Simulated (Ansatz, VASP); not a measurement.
# One calculation of Sc, two programs

Contents of INCAR:

```
ALGO = Normal ; EDIFF = 1E-6
ENCUT = 520 ; GGA = RP
ISIF = 2 ; ISMEAR = -1
LASPH = True ; LCHARG = True
LELF = True ; LREAL = False
LVHAR = True ; LWAVE = False
NBANDS = 18 ; NELM = 100
PREC = Accurate ; SIGMA = 0.1
```

File KPOINTS:

```
k-points
0
Gamma
  9 9 9
```

File POSCAR:

```
Sc
1.0
    0.0000000000      3.3318317414      3.3318317414
    3.3318317414      0.0000000000      3.3318317414
    3.3318317414      3.3318317414      0.0000000000
Sc
2
Direct
    0.1250000000      0.1250000000      0.1250000000
    0.8750000000      0.8750000000      0.8750000000
```

Input for Ansatz:

```yaml
crystal:
  lattice:
    - [0.0, 3.3318317414, 3.3318317414]
    - [3.3318317414, 0.0, 3.3318317414]
    - [3.3318317414, 3.3318317414, 0.0]
  atoms:
    - { symbol: Sc, position: [0.125, 0.125, 0.125] }
    - { symbol: Sc, position: [0.875, 0.875, 0.875] }
hamiltonian:
  xc: rpbe
  pseudopotentials:
    kind: paw
    azcp:
      Sc: "pseudopotentials/Sc.paw.azcp"
basis:
  ecutwfc: 420
  fft_grid_basis: typed
kpoints:
  mp_grid: { grid: [9, 9, 9], shift: [0, 0, 0] }
magnetization:
  spin_polarized: false
scf:
  occupations: { method: fermi_dirac, width: 0.1 }
  lower_state_search: "off"
output:
  stress: true
  write_density: true
  write_potential: true
  elf: true
  volumetric_format: npy
```

Alike in both runs: task single point; functional RPBE; k mesh 9 × 9 × 9; occupations fermi-dirac, width 0.1 eV; no spin polarisation.

```csv
,VASP,Ansatz
version,VASP 6.6.1,Ansatz 0.2.0
potentials or method,"VASP PAW PBE potentials, release 64 (Sc_sv)","plane waves (420 eV) with PAW, scalar-relativistic"
plane-wave cutoff (eV),520,420
valence electrons in the cell,22,22
```

|  | VASP | Ansatz | Ansatz less VASP |
| --- | --- | --- | --- |
| pressure (GPa) | 0.6 | 0.6 | +0.02 |

Caveats: the PAW data sets were made with another functional, which shifts forces and pressure a little (VASP).
